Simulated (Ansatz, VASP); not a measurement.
Two plane-wave programs on Mn

```
Mn
1.0
    -1.39327    1.39327    1.39327
     1.39327   -1.39327    1.39327
     1.39327    1.39327   -1.39327
Mn
1
Direct
  0.00000 0.00000 0.00000
```

This isn't the form of Mn at room conditions, which is a 58-atom cubic cell.

Alike in both runs: task single point; functional PBE; k mesh 8 × 8 × 8; occupations gaussian, width 0.1 eV; collinear spin.

|  | VASP | Ansatz |
| --- | --- | --- |
| version | VASP 6.6.1 | Ansatz 0.2.0 |
| potentials or method | VASP PAW PBE potentials, release 64 (Mn_pv) | scalar-relativistic, plane waves, PAW |
| plane-wave cutoff (eV) | 520 | 420 |
| valence electrons in the cell | 13 | 15 |

```csv
,VASP,Ansatz,Ansatz less VASP
gap on the k mesh at the Fermi level (eV),none,none,-
pressure (GPa),1.0,1.0,0.00
net moment per atom (μB),0.70,0.69,-0.006
size of the moment on the site where the two differ most (μB),0.70,0.69,-0.008
```

Site moments also hang on the region over which each program counts them. A gap of «none» marks a metal or a gap that the smearing closes. The two sets of potentials don't hold the same shells in valence.

Caveats: the k mesh is coarse (spacing up to 0.40 Å⁻¹), so the values aren't converged; the moment fell far below its start of 4 μB, so a state of higher moment may lie lower in energy (VASP).
